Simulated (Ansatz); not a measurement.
**TaC: how the settings move a single-point run**

How sensitive is a single-point run of TaC to its settings? A reference run comes first, then one run with altered input.

The COD entry's cell or inner coordinates are ideal or old and differ from later refinements, so a difference from it is no clean test against experiment.

Computed with Ansatz 0.2.0 (reference: DFT, PBEsol, PAW with Ansatz's default frozen-core files, scalar-relativistic, unless a step's input says otherwise).

**1. The starting structure**

It takes space group Fm-3m (No. 225, cubic). Conventional cell: a = 4.446 Å, b = 4.446 Å, c = 4.446 Å, α = 90.00°, β = 90.00°, γ = 90.00°. Ta (site symmetry m-3m) has 6 C at 2.22 Å in its first shell of neighbours. C (site symmetry m-3m) has 6 Ta at 2.22 Å in its first shell of neighbours.

As a file:

```xyz
2
Lattice="0.0000 2.2230 2.2230 2.2230 0.0000 2.2230 2.2230 2.2230 0.0000" Properties=species:S:1:pos:R:3 pbc="T T T"
Ta    0.0000    0.0000    0.0000
C     2.2230    2.2230    2.2230
```

**2. Reference**

input.yaml reads:

```yaml
crystal:
  lattice:
    - [0.0, 2.223, 2.223]
    - [2.223, 0.0, 2.223]
    - [2.223, 2.223, 0.0]
  atoms:
    - { symbol: Ta, position: [0.0, 0.0, 0.0] }
    - { symbol: C, position: [0.5, 0.5, 0.5] }
kpoints:
  mp_grid: { grid: [12, 12, 12] }
scf:
  occupations: { method: fermi_dirac, width: 0.05 }
hamiltonian:
  xc: pbesol
  pseudopotentials: { kind: paw }
output:
  forces: true
  stress: true
  eigenvalues: true
  populations: true
```

Launch:

```bash
ansatz run input.yaml --threads 1 --pin off --max-ram 2048MiB --backend cpu --events-out ev --progress --plain --runs-dir out
```

**3. Variant: n_extra_bands 32**

input.yaml: that of step 2 with these lines changed.

```diff
@@ -12,2 +12,3 @@
   occupations: { method: fermi_dirac, width: 0.05 }
+  n_extra_bands: 32
 hamiltonian:
```

What does the calculation give? Wanted: for each run, ending; energy change; pressure; gap; force.

**Answer**, as computed:

```
                run     ending  energy change  pressure (GPa)  gap (eV)  force (eV/Å)  cycles   time
          reference  converged              0            -1.4      0.00          0.00       6  2.1 s
1: n_extra_bands 32  converged   0.0 meV/atom            -1.4      0.00          0.00       6    4 s
```

Residual by cycle in the longest SCF loop of each run; runs are numbered as in the table. The quantity is the density residual dr2, in eV.

```
cycle  reference   run 1
    1     0.0196  0.0201
    2    0.00882  0.0107
    3     4.2e-5  2.3e-4
    4     1.8e-6  1.9e-6
    5     3.6e-8  2.3e-8
    6    3.1e-10  3.1e-9
```

What this shows: Energy and cycle count are those of the reference, so the change (band count) left the result and the number of cycles as they were. Cost: 4 s against 2.1 s.
